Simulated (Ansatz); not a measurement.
Si:

```
CELL_PARAMETERS angstrom
2.62054 0.00000 0.00000
-1.31027 2.26946 0.00000
0.00000 0.00000 2.46635
ATOMIC_POSITIONS crystal
Si 0.00000 0.00000 0.00000
```

This isn't the form of Si at room conditions, which is diamond.

Base run:

```yaml
Program: Ansatz 0.2.0
Functional: PBE
Potentials_or_basis: all-electron LAPW, scalar-relativistic
Cutoff: 189 eV (chosen from the basis error)
Basis_error_allowed: 0.001 eV/atom
k_mesh: 12 × 12 × 11
Occupations: gaussian, width 0.1 eV
Spin: no spin polarisation
```

Its results: band gap on the k mesh none (metal or under the smearing width); pressure 3.1 GPa.

**Question.** The run is repeated on the same cell with these changes: functional from PBE to PBEsol; occupations from gaussian, width 0.1 eV to gaussian, width 0.05 eV. What comes out?

**Answer.** Band gap on the k mesh none (metal or under the smearing width); pressure 0.5 GPa.
